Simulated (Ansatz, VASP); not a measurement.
## TePb: VASP beside Ansatz

```
Te Pb
1.0
     0.00000    3.22700    3.22700
     3.22700    0.00000    3.22700
     3.22700    3.22700    0.00000
Te Pb
1 1
Direct
  0.49178 0.50000 0.50000
  0.00000 0.00000 0.00000
```

Change from the starting cell: all Te atoms moved +0.037 Å, as atom 1 towards its neighbour atom 1 (Te) at 4.564 Å.

Alike in both runs: task single point; functional PBE; k mesh 8 × 8 × 8; occupations gaussian, width 0.05 eV; no spin polarisation.

|  | VASP | Ansatz |
| --- | --- | --- |
| version | VASP 6.6.1 | Ansatz 0.2.0 |
| potentials or method | VASP PAW PBE potentials, release 64 (Te, Pb_d) | scalar-relativistic, plane waves, PAW |
| plane-wave cutoff (eV) | 520 | 420 |
| valence electrons in the cell | 20 | 30 |

Ansatz gave:

- gap on the k mesh at the Fermi level (eV): 0.73
- least direct gap on the mesh (eV): 0.73
- pressure (GPa): 2.3
- rms of the force components (eV/Å): 0.014

Which values does VASP return?

gap on the k mesh at the Fermi level (eV): 0.73; least direct gap on the mesh (eV): 0.73; pressure (GPa): 2.3; rms of the force components (eV/Å): 0.015.

Atom by atom the forces differ by 0.000 eV/Å (rms over components). The functional is the same, so the differences come from potentials, cutoffs and numerics. The two sets of potentials don't hold the same shells in valence.

Caveats: spin-orbit coupling is left out, which as a rule narrows the gap of such compounds by several tenths of an eV. A k mesh can miss the band edges.
